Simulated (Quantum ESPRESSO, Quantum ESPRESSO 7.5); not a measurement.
# S on fcc sites of Pd(111), stepped through the coverage

Wanted: a table for S on fcc sites of Pd(111) against the coverage, and what can be fitted to it.

Calculated with Quantum ESPRESSO 7.5; plane-wave DFT, PBE, GBRV ultrasoft pseudopotentials.

This is a report of a sequence of runs, with most program output left out.

### Step 1. The starting structure

It takes space group Fm-3m (No. 225, cubic). The conventional cell has a = 3.890 Å, b = 3.890 Å, c = 3.890 Å, α = 90.00°, β = 90.00°, γ = 90.00°. Nearest to Pd lie 12 Pd at 2.75 Å.

Set-up: Slabs of 3 layers, covered on the upper face; adsorbates and the top layer relax in a periodic cell, the rest is held (the clean slab relaxes both outer layers); a run under open boundaries (ESM, bc1) gives both vacuum levels. Cells of one to 9 surface sites carry the coverages, on meshes of like density; cold smearing of 0.02 Ry. The slabs take the lattice constants of the bulk relaxed by the same program.

Members 0.1667, 0.25, 0.3333, 0.5 and 0.6667 took the same steps and show in the table alone.

### Step 2. Variable-cell relaxation of the reference

The bulk crystal is relaxed in cell and atoms; the members are built on its lattice constants.

The input, ref.vc.in:

```
&control
  prefix = 'ref.vc'
  outdir = './out'
  pseudo_dir = './pseudo'
  nstep = 40
  forc_conv_thr = 0.0003
  calculation = 'vc-relax'
/
&system
  ibrav = 0
  nat = 1
  ntyp = 1
  ecutwfc = 50
  ecutrho = 250
  occupations = 'smearing'
  smearing = 'mv'
  degauss = 0.02
/
&electrons
  conv_thr = 1e-09
  mixing_beta = 0.4
  electron_maxstep = 120
/
&ions
/
&cell
  press_conv_thr = 0.3
/
ATOMIC_SPECIES
  Pd  106.4200  pd_pbe_v1.4.uspp.F.UPF
CELL_PARAMETERS angstrom
  0.00000000000000 1.94500000000000 1.94500000000000
  1.94500000000000 0.00000000000000 1.94500000000000
  1.94500000000000 1.94500000000000 0.00000000000000
ATOMIC_POSITIONS crystal
  Pd  0.000000000000 0.000000000000 0.000000000000
K_POINTS automatic
  18 18 18 0 0 0
```

The run is started by

```
OMP_NUM_THREADS=1 mpirun -n 16 pw.x -nk 16 -in ref.vc.in > ref.vc.out
```

Elapsed: 6.1 s, on 16 MPI ranks of Arm Neoverse V1, shared host; peak memory 0.74 GiB; 95 s of CPU time.

Step by step:

| step | energy less that of the first step (eV) | largest force (eV/Å) | volume (Å³) |
| --- | --- | --- | --- |
| 1 | 0.0000 | 0.0000 | 14.72 |
| 2 | -0.0144 | 0.0000 | 15.32 |
| 3 | -0.0144 | 0.0000 | 15.33 |
| 4 | -0.0154 | 0.0000 | 15.33 |

```
conventional cell, symmetrised  before  after  change
                         a (Å)   3.890  3.943  +1.4 %
                         b (Å)   3.890  3.943  +1.4 %
                         c (Å)   3.890  3.943  +1.4 %
              volume (Å³/atom)   14.72  15.33  +4.1 %
```

Final coordinates:

```xyz
1
Lattice="0.0000 1.9715 1.9715 1.9715 0.0000 1.9715 1.9715 1.9715 0.0000" Properties=species:S:1:pos:R:3 pbc="T T T"
Pd    0.0000    0.0000    0.0000
```

 The last row is no step: it is a fresh SCF in the final cell with a new plane-wave basis, -1 meV from the row before.

Numbers from this step:

```
free energy  : -2703.4946 eV
Fermi energy : 17.79 eV
```

### Step 3. Self-consistent run of the reference

A bulk run at that cell gives the reference energy and levels.

The input, ref.bulk.in:

```
&control
  prefix = 'ref.bulk'
  outdir = './out'
  pseudo_dir = './pseudo'
  calculation = 'scf'
  tprnfor = .true.
/
&system
  ibrav = 0
  nat = 1
  ntyp = 1
  ecutwfc = 40
  ecutrho = 200
  occupations = 'smearing'
  smearing = 'mv'
  degauss = 0.02
/
&electrons
  conv_thr = 1e-09
  mixing_beta = 0.4
  electron_maxstep = 120
/
ATOMIC_SPECIES
  Pd  106.4200  pd_pbe_v1.4.uspp.F.UPF
CELL_PARAMETERS angstrom
  0.00000000000000 1.97149914300000 1.97149914300000
  1.97149914300000 0.00000000000000 1.97149914300000
  1.97149914300000 1.97149914300000 0.00000000000000
ATOMIC_POSITIONS crystal
  Pd  0.000000000000 0.000000000000 0.000000000000
K_POINTS automatic
  18 18 18 0 0 0
```

The run is started by

```
OMP_NUM_THREADS=1 mpirun -n 16 pw.x -nk 16 -in ref.bulk.in > ref.bulk.out
```

Run time: 1.9 s. Hardware: 16 MPI ranks; peak memory 0.09 GiB; 29 s of CPU time.

Numbers from this step:

| Quantity | Value |
| --- | --- |
| free energy | -2703.4864 eV |

### Step 4. Relaxation with pw.x of the reference

The free molecule gives the reference for adsorption energies.

System of this step: S2 molecule in a box. The cell holds 2 atoms: 2 S. Its edges and angles: a = 11.000 Å, b = 11.500 Å, c = 13.000 Å, α = 90.0°, β = 90.0°, γ = 90.0°. Vacuum lies along a, b and c.

The input, ref.gas.in:

```
&control
  prefix = 'ref.gas'
  outdir = './out'
  pseudo_dir = './pseudo'
  nstep = 40
  forc_conv_thr = 0.001
  calculation = 'relax'
/
&system
  ibrav = 0
  nat = 2
  ntyp = 1
  ecutwfc = 40
  ecutrho = 200
  occupations = 'smearing'
  smearing = 'gaussian'
  degauss = 0.002
  nspin = 2
  starting_magnetization(1) = 0.5
/
&electrons
  conv_thr = 1e-07
  mixing_beta = 0.4
  electron_maxstep = 120
/
&ions
/
ATOMIC_SPECIES
  S   32.0600  s_pbe_v1.4.uspp.F.UPF
CELL_PARAMETERS angstrom
  11.00000000000000 0.00000000000000 0.00000000000000
  0.00000000000000 11.50000000000000 0.00000000000000
  0.00000000000000 0.00000000000000 13.00000000000000
ATOMIC_POSITIONS crystal
  S   0.500000000000 0.500000000000 0.426538461538
  S   0.500000000000 0.500000000000 0.573461538462
K_POINTS automatic
  1 1 1 0 0 0
```

The run is started by

```
OMP_NUM_THREADS=1 mpirun -n 16 pw.x -nk 1 -in ref.gas.in > ref.gas.out
```

It took 10 s on 16 MPI ranks; peak memory 2.7 GiB.

No atom moved by 0.005 Å in the relaxation.

Read from the output:

```
free energy            : -654.6212 eV
Fermi energy           : -4.622 eV
magnetization          : 2 μB
absolute magnetization : 2.07 μB
site moments           : 0.4022, 0.4022 μB
```

### Step 5. Relaxing the ions, 0 ML

What the set-up leaves free in this member is relaxed.

System of this step: Pd(111), 3 layers, 1 sites a cell. The cell holds 3 atoms: 3 Pd. Its edges and angles: a = 2.788 Å, b = 2.788 Å, c = 18.744 Å, α = 90.0°, β = 90.0°, γ = 60.0°. It derives from Pd. Vacuum lies along c.

The input, m0.relax.in:

```
&control
  prefix = 'm0.relax'
  outdir = './out'
  pseudo_dir = './pseudo'
  nstep = 70
  forc_conv_thr = 0.0015
  calculation = 'relax'
/
&system
  ibrav = 0
  nat = 3
  ntyp = 1
  ecutwfc = 40
  ecutrho = 200
  occupations = 'smearing'
  smearing = 'mv'
  degauss = 0.02
/
&electrons
  conv_thr = 1e-07
  mixing_beta = 0.3
  electron_maxstep = 120
  mixing_mode = 'local-TF'
/
&ions
/
ATOMIC_SPECIES
  Pd  106.4200  pd_pbe_v1.4.uspp.F.UPF
CELL_PARAMETERS angstrom
  2.78812082623753 0.00000000000000 0.00000000000000
  1.39406041311877 2.41458346434216 0.00000000000000
  0.00000000000000 0.00000000000000 18.74372157632048
ATOMIC_POSITIONS crystal
  Pd  0.333333333300 0.333333333300 0.378546471544
  Pd  0.666666666700 0.666666666700 0.500000000000 0 0 0
  Pd  0.000000000000 0.000000000000 0.621453528456
K_POINTS automatic
  9 9 1 0 0 0
```

The run is started by

```
OMP_NUM_THREADS=1 mpirun -n 16 pw.x -nk 4 -in m0.relax.in > m0.relax.out
```

Run time: 4 s. Hardware: 16 MPI ranks; peak memory 0.85 GiB.

The forces lay under the threshold from the start, so no ionic step was taken.

 On the free atoms the largest force ends at 0.023 eV/Å.

Numbers from this step:

| Property | Result |
| --- | --- |
| free energy | -8109.2856 eV |
| Fermi energy | 3.157 eV |

### Step 6. Self-consistent run, 0 ML

A run under open boundaries on these atoms gives the vacuum levels.

The input, m0.esm.in:

```
&control
  prefix = 'm0.esm'
  outdir = './out'
  pseudo_dir = './pseudo'
  calculation = 'scf'
  tprnfor = .true.
/
&system
  ibrav = 0
  nat = 3
  ntyp = 1
  ecutwfc = 40
  ecutrho = 200
  occupations = 'smearing'
  smearing = 'mv'
  degauss = 0.02
  assume_isolated = 'esm'
  esm_bc = 'bc1'
/
&electrons
  conv_thr = 1e-07
  mixing_beta = 0.25
  electron_maxstep = 160
  mixing_mode = 'local-TF'
  mixing_ndim = 12
/
ATOMIC_SPECIES
  Pd  106.4200  pd_pbe_v1.4.uspp.F.UPF
CELL_PARAMETERS angstrom
  2.78812082623753 0.00000000000000 0.00000000000000
  1.39406041311877 2.41458346434216 0.00000000000000
  0.00000000000000 0.00000000000000 18.74372157632048
ATOMIC_POSITIONS crystal
  Pd  0.333333275598 0.333333448803 -0.121453527358
  Pd  0.666666493462 0.666667013077 0.000000000000
  Pd  0.000000000000 0.000000000000 0.121453527358
K_POINTS automatic
  9 9 1 0 0 0
```

The run is started by

```
OMP_NUM_THREADS=1 mpirun -n 16 pw.x -nk 4 -in m0.esm.in > m0.esm.out
```

Elapsed: 8.7 s, on 16 MPI ranks; peak memory 0.87 GiB; 2.3 min of CPU time.

This step gave:

- Fermi energy: -5.234 eV
- vacuum line at the lower end of the cell, over the Fermi level: 5.234 eV
- vacuum line at the upper end of the cell, over the Fermi level: 5.234 eV

Electrostatic potential energy of an electron; zero at the Fermi level. Table of potential energy, planar mean by z:

```
z (Å)  potential energy, planar mean (eV)
 -9.0                                5.23
 -8.5                                5.23
 -8.0                                5.23
 -7.5                                5.23
 -7.0                                5.23
 -6.5                                5.23
 -6.0                                5.23
 -5.5                                5.23
 -5.0                                5.20
 -4.5                                5.11
 -4.0                                4.75
 -3.5                                3.32
 -3.0                               -2.87
 -2.5                               -10.3
 -2.0                               -9.71
 -1.5                               -2.07
 -1.0                               0.566
 -0.5                               -6.90
  0.0                               -11.6
  0.5                               -6.90
  1.0                               0.566
  1.5                               -2.07
  2.0                               -9.71
  2.5                               -10.3
  3.0                               -2.87
  3.5                                3.32
  4.0                                4.75
  4.5                                5.11
  5.0                                5.20
  5.5                                5.23
  6.0                                5.23
  6.5                                5.23
  7.0                                5.23
  7.5                                5.23
  8.0                                5.23
  8.5                                5.23
  9.0                                5.23
```

The vacuum levels are read from the outermost 0.7 Å of the cell on either side.

Inside the slab this potential holds the local part of the pseudopotentials, which can be repulsive at the nuclei; only its value in the vacuum has a meaning of its own.

### Step 7. Relaxing the ions, 0.1111 ML

System of this step: Pd(111), 3 layers, 9 sites a cell, 1 S on fcc sites. The cell holds 28 atoms: 27 Pd and 1 S. Its edges and angles: a = 8.364 Å, b = 8.364 Å, c = 20.621 Å, α = 90.0°, β = 90.0°, γ = 60.0°. It derives from Pd. Vacuum lies along c.

The input, m1.relax.in:

```
&control
  prefix = 'm1.relax'
  outdir = './out'
  pseudo_dir = './pseudo'
  nstep = 70
  forc_conv_thr = 0.0015
  calculation = 'relax'
/
&system
  ibrav = 0
  nat = 28
  ntyp = 2
  ecutwfc = 40
  ecutrho = 200
  occupations = 'smearing'
  smearing = 'mv'
  degauss = 0.02
/
&electrons
  conv_thr = 1e-07
  mixing_beta = 0.3
  electron_maxstep = 120
  mixing_mode = 'local-TF'
/
&ions
/
ATOMIC_SPECIES
  Pd  106.4200  pd_pbe_v1.4.uspp.F.UPF
  S   32.0600  s_pbe_v1.4.uspp.F.UPF
CELL_PARAMETERS angstrom
  8.36436247871260 0.00000000000000 0.00000000000000
  4.18218123935630 7.24375039302649 0.00000000000000
  0.00000000000000 0.00000000000000 20.62141316968112
ATOMIC_POSITIONS crystal
  Pd  0.000000000000 0.000000000000 0.344077760721 0 0 0
  Pd  0.000000000000 0.333333333300 0.344077760721 0 0 0
  Pd  0.000000000000 0.666666666700 0.344077760721 0 0 0
  Pd  0.333333333300 0.000000000000 0.344077760721 0 0 0
  Pd  0.333333333300 0.333333333300 0.344077760721 0 0 0
  Pd  0.333333333300 0.666666666700 0.344077760721 0 0 0
  Pd  0.666666666700 0.000000000000 0.344077760721 0 0 0
  Pd  0.666666666700 0.333333333300 0.344077760721 0 0 0
[... 16 atom lines left out ...]
  Pd  0.555555555600 0.888888888900 0.564866811704
  Pd  0.555555555600 0.222222222200 0.564866811704
  Pd  0.555555555600 0.555555555600 0.564866811704
  S   0.000000000000 0.000000000000 0.655922239279
K_POINTS automatic
  3 3 1 0 0 0
```

The run is started by

```
OMP_NUM_THREADS=1 mpirun -n 16 pw.x -nk 1 -in m1.relax.in > m1.relax.out
```

Run time: 25 min. Hardware: 16 MPI ranks; peak memory 4.1 GiB; 6.6 h of CPU time.

Relaxation path:

| step | energy less that of the first step (eV) | largest force (eV/Å) |
| --- | --- | --- |
| 1 | 0.0000 | 2.5738 |
| 2 | -0.1706 | 2.1637 |
| 3 | -0.3143 | 1.6150 |
| 4 | -0.4412 | 0.6275 |
| 5 | -0.4766 | 0.5024 |
| 6 | -0.4922 | 0.3764 |
| 7 | -0.5056 | 0.1701 |
| 8 | -0.5089 | 0.1081 |
| 9 | -0.5101 | 0.1064 |
| 10 | -0.5116 | 0.0998 |
| 11 | -0.5136 | 0.0783 |
| 12 | -0.5150 | 0.0355 |
| 13 | -0.5151 | 0.0302 |

The atoms that moved most (Å):

```
atom      dx      dy      dz  length
 S28   0.000   0.000  -0.336   0.336
Pd19  -0.056  -0.032   0.036   0.074
Pd22   0.056  -0.032   0.036   0.074
Pd20   0.000   0.065   0.036   0.074
Pd23   0.016   0.009  -0.004   0.019
Pd26  -0.016   0.009  -0.004   0.019
Pd24   0.000  -0.018  -0.004   0.019
Pd21  -0.001   0.001  -0.007   0.007
```

The relaxation lowers the energy by 18 meV an atom. On the free atoms the largest force ends at 0.030 eV/Å.

This step gave:

| Property | Result |
| --- | --- |
| free energy | -73313.3056 eV |
| Fermi energy | 2.563 eV |

### Step 8. SCF with pw.x, 0.1111 ML

The input, m1.esm.in:

```
&control
  prefix = 'm1.esm'
  outdir = './out'
  pseudo_dir = './pseudo'
  calculation = 'scf'
  tprnfor = .true.
/
&system
  ibrav = 0
  nat = 28
  ntyp = 2
  ecutwfc = 40
  ecutrho = 200
  occupations = 'smearing'
  smearing = 'mv'
  degauss = 0.02
  assume_isolated = 'esm'
  esm_bc = 'bc1'
/
&electrons
  conv_thr = 1e-07
  mixing_beta = 0.25
  electron_maxstep = 160
  mixing_mode = 'local-TF'
  mixing_ndim = 12
/
ATOMIC_SPECIES
  Pd  106.4200  pd_pbe_v1.4.uspp.F.UPF
  S   32.0600  s_pbe_v1.4.uspp.F.UPF
CELL_PARAMETERS angstrom
  8.36436247871260 0.00000000000000 0.00000000000000
  4.18218123935630 7.24375039302649 0.00000000000000
  0.00000000000000 0.00000000000000 20.62141316968112
ATOMIC_POSITIONS crystal
  Pd  0.000000000000 0.000000000000 -0.147768325050
  Pd  0.000000000000 0.333333333300 -0.147768325050
  Pd  0.000000000000 0.666666666700 -0.147768325050
  Pd  0.333333333300 0.000000000000 -0.147768325050
  Pd  0.333333333300 0.333333333300 -0.147768325050
  Pd  0.333333333300 0.666666666700 -0.147768325050
  Pd  0.666666666700 0.000000000000 -0.147768325050
  Pd  0.666666666700 0.333333333300 -0.147768325050
[... 16 atom lines left out ...]
  Pd  0.555644256600 0.888711486800 0.072689806750
  Pd  0.553027807900 0.223486096100 0.072811554650
  Pd  0.555644256600 0.555644256600 0.072689806750
  S   0.000000000000 0.000000000000 0.147768325050
K_POINTS automatic
  3 3 1 0 0 0
```

The run is started by

```
OMP_NUM_THREADS=1 mpirun -n 16 pw.x -nk 1 -in m1.esm.in > m1.esm.out
```

It took 7.7 min on 16 MPI ranks; peak memory 3.1 GiB.

Numbers from this step:

* free energy: -73313.3054 eV
* Fermi energy: -5.257 eV
* vacuum line at the lower end of the cell, over the Fermi level: 5.248 eV
* vacuum line at the upper end of the cell, over the Fermi level: 5.265 eV

Inside the slab this potential holds the local part of the pseudopotentials, which can be repulsive at the nuclei; only its value in the vacuum has a meaning of its own.

### Step 9. Relaxing the ions, 0.75 ML

System of this step: Pd(111), 3 layers, 4 sites a cell, 3 S on fcc sites. The cell holds 15 atoms: 12 Pd and 3 S. Its edges and angles: a = 5.576 Å, b = 5.576 Å, c = 20.621 Å, α = 90.0°, β = 90.0°, γ = 60.0°. It derives from Pd. Vacuum lies along c.

The input, m7.relax.in:

```
&control
  prefix = 'm7.relax'
  outdir = './out'
  pseudo_dir = './pseudo'
  nstep = 70
  forc_conv_thr = 0.0015
  calculation = 'relax'
/
&system
  ibrav = 0
  nat = 15
  ntyp = 2
  ecutwfc = 40
  ecutrho = 200
  occupations = 'smearing'
  smearing = 'mv'
  degauss = 0.02
/
&electrons
  conv_thr = 1e-07
  mixing_beta = 0.3
  electron_maxstep = 120
  mixing_mode = 'local-TF'
/
&ions
/
ATOMIC_SPECIES
  Pd  106.4200  pd_pbe_v1.4.uspp.F.UPF
  S   32.0600  s_pbe_v1.4.uspp.F.UPF
CELL_PARAMETERS angstrom
  5.57624165247507 0.00000000000000 0.00000000000000
  2.78812082623753 4.82916692868433 0.00000000000000
  0.00000000000000 0.00000000000000 20.62141316968112
ATOMIC_POSITIONS crystal
  Pd  0.000000000000 0.500000000000 0.344077760721 0 0 0
  Pd  0.500000000000 0.000000000000 0.344077760721 0 0 0
  Pd  0.500000000000 0.500000000000 0.344077760721 0 0 0
  Pd  0.000000000000 0.000000000000 0.344077760721 0 0 0
  Pd  0.166666666700 0.666666666700 0.454472286213 0 0 0
  Pd  0.666666666700 0.166666666700 0.454472286213 0 0 0
  Pd  0.666666666700 0.666666666700 0.454472286213 0 0 0
  Pd  0.166666666700 0.166666666700 0.454472286213 0 0 0
  Pd  0.833333333300 0.333333333300 0.564866811704
  Pd  0.333333333300 0.833333333300 0.564866811704
  Pd  0.333333333300 0.333333333300 0.564866811704
  Pd  0.833333333300 0.833333333300 0.564866811704
  S   0.000000000000 0.500000000000 0.655922239279
  S   0.500000000000 0.000000000000 0.655922239279
  S   0.500000000000 0.500000000000 0.655922239279
K_POINTS automatic
  5 5 1 0 0 0
```

The run is started by

```
OMP_NUM_THREADS=1 mpirun -n 16 pw.x -nk 2 -in m7.relax.in > m7.relax.out
```

The job ended after 8.8 min (16 MPI ranks; peak memory 1.9 GiB).

Relaxation path:

```
step  energy less that of the first step (eV)  largest force (eV/Å)
   1                                   0.0000                0.8777
   2                                  -0.0896                0.7277
   3                                  -0.1680                0.5631
   4                                  -0.2420                0.2882
   5                                  -0.2651                0.4112
   6                                  -0.2690                0.3114
   7                                  -0.2721                0.2157
   8                                  -0.2750                0.0774
   9                                  -0.2762                0.0532
  10                                  -0.2766                0.0612
  11                                  -0.2772                0.0741
  12                                  -0.2781                0.0750
  13                                  -0.2789                0.0548
  14                                  -0.2792                0.0272
```

The atoms that moved most (Å):

```
atom      dx      dy      dz  length
 S13  -0.022   0.012  -0.124   0.127
 S14   0.000  -0.025  -0.124   0.127
 S15   0.022   0.012  -0.124   0.127
Pd12   0.033   0.019   0.066   0.076
Pd10  -0.033   0.019   0.066   0.076
 Pd9   0.000  -0.038   0.066   0.076
Pd11   0.000   0.000  -0.023   0.023
```

The relaxation lowers the energy by 19 meV an atom. On the free atoms the largest force ends at 0.027 eV/Å.

Read from the output:

| Item | Value |
| --- | --- |
| free energy | -33422.4715 eV |
| Fermi energy | 3.724 eV |

(Continued in part 2 of 2.)

[Logs are printed without paths, hosts, clocks, repeated set-up lines and the standing remarks that a program may print on its own settings, such as how far it seeks lower states.]

[Hosts, paths, dates, database ids (printed as entryN), source tags and the programs' standing remarks are cut or masked in the printed files.]

[Maps of the electrostatic potential energy from Ansatz leave out the sawtooth potential of an applied field or a dipole correction, so their vacuum need not be flat; planar profiles and work functions include it.]
